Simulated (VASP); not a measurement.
# Ti₃Al: intraband terms of a metal's spectrum

Ti₃Al, Fm-3m (no. 225), 4 atoms in the cell. PBE, independent-particle dielectric function; PAW potentials Ti_sv, Al (PBE set).

## Input

INCAR.step1:
```
SYSTEM = Ti3Al
  PREC = Accurate
  ENCUT = 320
  ISMEAR = 1
  SIGMA = 0.1
  EDIFF = 1E-7
  LASPH = .True.
  KPAR = 4
  LWAVE = .False.
  LCHARG = .True.
  LMAXMIX = 4
```

INCAR.step2:
```
SYSTEM = Ti3Al
  PREC = Accurate
  ENCUT = 320
  ISMEAR = 0
  SIGMA = 0.3
  EDIFF = 1E-6
  LASPH = .True.
  KPAR = 4
  LWAVE = .True.
  LCHARG = .False.
  LMAXMIX = 4
  ICHARG = 11
  NBANDS = 46
  NEDOS = 3000
  OMEGAMAX = 30
  CSHIFT = 0.1
```

INCAR.step3, as INCAR.step2 but for:
```
- LWAVE = .True.
+ LWAVE = .False.
+ LOPTICS = .True.
+ ALGO = None
+ NELM = 1
+ ISTART = 1
```

INCAR.step4, as INCAR.step3 but for:
```
+ WPLASMAI = 0.03
```

INCAR.step5 to INCAR.step6 change the same tag again: WPLASMAI = 0.1, 0.3.

INCAR.step7, as INCAR.step6 but for:
```
- WPLASMAI = 0.3
+ RTIME = 40
```

INCAR.step8, as INCAR.step7 but for:
```
- RTIME = 40
+ RTIME = 1
```

INCAR.step9, as INCAR.step8 but for:
```
- RTIME = 1
+ LNABLA = .True.
```

INCAR.step10, as INCAR.step9 but for:
```
- ISMEAR = 0
- LNABLA = .True.
+ ISMEAR = -5
```

KPOINTS.step1:
```
k-points
0
Gamma
  7 7 7
```

KPOINTS.step2:
```
k-points
0
Gamma
  11 11 11
```

POSCAR:
```
Ti3Al
1.0
    0.0000000000      3.2317810000      3.2317810000
    3.2317810000      0.0000000000      3.2317810000
    3.2317810000      3.2317810000      0.0000000000
Ti Al
3 1
Direct
    0.0000000000      0.0000000000      0.0000000000
    0.2500000000      0.2500000000      0.2500000000
    0.7500000000      0.7500000000      0.7500000000
    0.5000000000      0.5000000000      0.5000000000
```

Commands (each step's output is kept before the next begins):
```
cat potpaw_PBE.64/Ti_sv/POTCAR potpaw_PBE.64/Al/POTCAR > POTCAR
cp INCAR.step1 INCAR
cp KPOINTS.step1 KPOINTS
mpirun -np 4 vasp_std > vasp.out
cp INCAR.step2 INCAR
cp KPOINTS.step2 KPOINTS
mpirun -np 4 vasp_std > vasp.out
cp INCAR.step3 INCAR
mpirun -np 4 vasp_std > vasp.out
cp INCAR.step4 INCAR
mpirun -np 4 vasp_std > vasp.out
cp INCAR.step5 INCAR
mpirun -np 4 vasp_std > vasp.out
cp INCAR.step6 INCAR
mpirun -np 4 vasp_std > vasp.out
cp INCAR.step7 INCAR
mpirun -np 4 vasp_std > vasp.out
cp INCAR.step8 INCAR
mpirun -np 4 vasp_std > vasp.out
cp INCAR.step9 INCAR
mpirun -np 4 vasp_std > vasp.out
cp INCAR.step10 INCAR
mpirun -np 4 vasp_std > vasp.out
```

## Result

- Bands: 46

One ground state, settings moved in the last step alone:

| Settings | Plasma frequency (eV) | Im ε at 0.5 eV | Im ε at 1 eV | Im ε at 2 eV | Im ε at 4 eV | Time (s) |
|---|---|---|---|---|---|---|
| interband part alone | 3.06 | 75.1 | 33.5 | 21.6 | 9.1 | 12 |
| Drude term, WPLASMAI 0.03 | 3.06 | 77.3 | 33.8 | 21.6 | 9.1 | 11 |
| Drude term, WPLASMAI 0.1 | 3.06 | 82.3 | 34.4 | 21.7 | 9.1 | 13 |
| Drude term, WPLASMAI 0.3 | 3.06 | 91.6 | 36.1 | 21.9 | 9.1 | 10 |
| relaxation time RTIME 40 fs | 3.06 | 76.3 | 33.7 | 21.6 | 9.1 | 9 |
| relaxation time RTIME 1 fs | 3.06 | 93.1 | 37.8 | 22.3 | 9.2 | 9 |
| transversal form (LNABLA) | 2.91 | 69.1 | 31.2 | 20.4 | 8.9 | 9 |
| tetrahedron method | – | – | – | – | – | no result |

VASP 6.6.1 took 106 s on 4 cores (AMD EPYC 7R43 (Zen 3)), a shared host.
